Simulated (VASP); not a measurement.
A run of VASP 6.6.1 is set up as follows.

INCAR

```
  PREC = Accurate
  ENCUT = 520
  EDIFF = 1E-7
  ISMEAR = 0
  SIGMA = 0.05
  LREAL = F
  LASPH = T
  NELM = 100
  ALGO = Fast
  ISIF = 2
  LWAVE = F
  LCHARG = F
  NBANDS = 21
```

Contents of KPOINTS:

```
Automatic mesh
0
Gamma
  8 8 8
```

File POSCAR:

```
PbF2
1.0
    0.0000000000      2.9698500000      2.9698500000
    2.9698500000      0.0000000000      2.9698500000
    2.9698500000      2.9698500000      0.0000000000
Pb F
1 2
Direct
    0.0000000000      0.0000000000      0.0000000000
    0.1763430813      0.1763430813      0.3236569187
    0.6763430813      0.6763430813      0.8236569187
```

Potentials or basis: VASP PAW LDA potentials, release 64 (Pb_d, F).

Launch:

```sh
$ cat potpaw_LDA.64/Pb_d/POTCAR potpaw_LDA.64/F/POTCAR > POTCAR
$ mpirun -np 1 vasp_std > vasp.out
```

(1) What does it give for the band gap on the k mesh?

(2) Estimate the pressure.

(3) Predict the largest force.

Results:

(1) 4.01 eV, indirect (least direct gap 4.47 eV).

(2) -0.7 GPa.

(3) 0.861 eV/Å.

Caveat: spin-orbit coupling is left out, which as a rule narrows the gap of such compounds by several tenths of an eV.
